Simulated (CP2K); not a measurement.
**TaS2 in CP2K: the effect of Hubbard term**

TaS2:

```
Ta S
1.0
     3.35000    0.00000    0.00000
    -1.67500    2.90119    0.00000
     0.00000    0.00000    5.86000
Ta S
1 2
Direct
  0.00000 0.00000 0.00000
  0.66667 0.33333 0.75000
  0.33333 0.66667 0.25000
```

Alike in all runs:

```yaml
Program: CP2K 2026.2
Task: single point
Functional: PBE
Potentials_or_basis: GTH_POTENTIALS Ta GTH-PBE-q13, S GTH-PBE-q6; DZVP-MOLOPT-SR-GTH basis
Density_cutoff: 6123 eV
k_mesh: 7 × 7 × 4
Occupations: fermi-dirac, width 0.05 eV
Spin: no spin polarisation
SCF_solver: diagonalisation with k points
Quickstep_method: GPW
EPS_DEFAULT: 1.0E-10
EPS_SCF: 1.0E-6
MAX_SCF: 100
SCF_GUESS: ATOMIC
k_points_reduced_by_the_point_group: yes
Mesh_centred_on_Gamma: yes
```

```tsv
Hubbard term	largest force (eV/Å)
none	1.04
Ta d U = 2.0 eV	1.00
Ta d U = 4.0 eV	0.95
Ta d U = 6.0 eV	?
Ta d U = 8.0 eV	0.88
```

Q: What does the run with Hubbard term Ta d U = 6.0 eV give?

A: Largest force 0.91 eV/Å.

Worked out: A straight line through the other rows of the largest force, of slope -0.0201 eV/Å per eV, gives 0.92 eV/Å, against the run's 0.91.

Caveats: this program's U acts on Mulliken populations of all basis functions of the shell, so it isn't the U of plane-wave codes (some runs); energies scatter by some meV and the pressure isn't listed (some runs); U without spin polarisation on a metal has little footing (some runs); forces of over 1 eV/Å show positions far from the minimum, so gaps and moduli don't describe the material at rest (some runs).
